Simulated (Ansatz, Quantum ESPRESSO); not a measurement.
## GaAs (rock salt): bulk modulus from a few volumes

How stiff is rock salt GaAs under hydrostatic load? Each row relaxes cell and atoms at a set pressure. The symmetry of the cell is held, so distortions that would lower it, which this phase may prefer, aren't tested. The phase is followed to these pressures whether or not it stays the stable one.

Calculated with Quantum ESPRESSO 7.5, PBEsol, GBRV 1.5 ultrasoft potentials, cutoff 680 eV, Fermi–Dirac smearing 0.05 eV, k-mesh 14×14×14, no spin polarisation, no spin-orbit coupling.

Reference cell, relaxed at zero pressure with PBEsol (Fm-3m): a = 3.7518 Å, b = 3.7518 Å, c = 3.7518 Å, α = 60.00°, β = 60.00°, γ = 60.00°.

```
atom       x       y       z
  As  0.5000  0.5000  0.5000
  Ga  0.0000  0.0000  0.0000
```

```
V (Å³/atom)    V/V0  P (GPa)  E − E0 (meV/atom)
    19.7028  1.0553   −3.900               12.0
    17.7147  0.9488    4.919               15.2
    16.9716  0.9090    9.881               50.1
    16.3666  0.8766   14.851               97.3
    15.0298  0.8050   29.870              281.6
```

V0 = 18.6708 Å³ an atom, where the residual pressure P0 is +0.036 GPa. **Question.** Fit the Birch–Murnaghan law and give the pressure and the energy at V = 15.8567 Å³ an atom, a row left out above.

With the Eulerian strain f = ½[(V0/V)^(2/3) − 1] and F = (P − P0)/[3f(1 + 2f)^(5/2)], the third-order law is the line F = B0 + (3/2) B0 (B′ − 4) f.

```csv
f,F (GPa)
0.07780,89.04
0.04589,86.40
0.03284,85.24
0.01783,83.62
−0.01762,81.47
```

A straight line through the 5 rows: the means are 0.03135 for f and 85.154 for F, Σ(Δx)² = 0.004952 and ΣΔxΔy = 0.3999, so the slope is 0.3999/0.004952 = 80.753 and the intercept 85.154 − (80.753)(0.03135) = 82.623.

Hence B0 = 82.6 GPa and B′ = 4 + (80.8)/(1.5 × 82.6) = 4.65. For the withheld volume f = 0.05753, F = 87.27 GPa and P = 19.81 GPa. The run itself gives 19.85 GPa, so the estimate misses by 0.04 GPa; the fitted rows themselves lie up to 0.05 GPa off the law.

Integrating the same law gives E − E0 = (9/2) B0 V0 f²[1 + (B′ − 4) f] + P0(V0 − V), with 1 GPa Å³ = 6.2415 meV: 149.4 meV an atom. The run itself gives 153.1 meV, so the estimate misses by 3.7 meV; the fitted rows themselves lie up to 5.2 meV off the law.

The same fit over all rows at other levels or in other programs gives B0 = 82 GPa with PBEsol (Ansatz).

[Logs are printed without paths, hosts, clocks, repeated set-up lines and the standing remarks that a program may print on its own settings, such as how far it seeks lower states.]
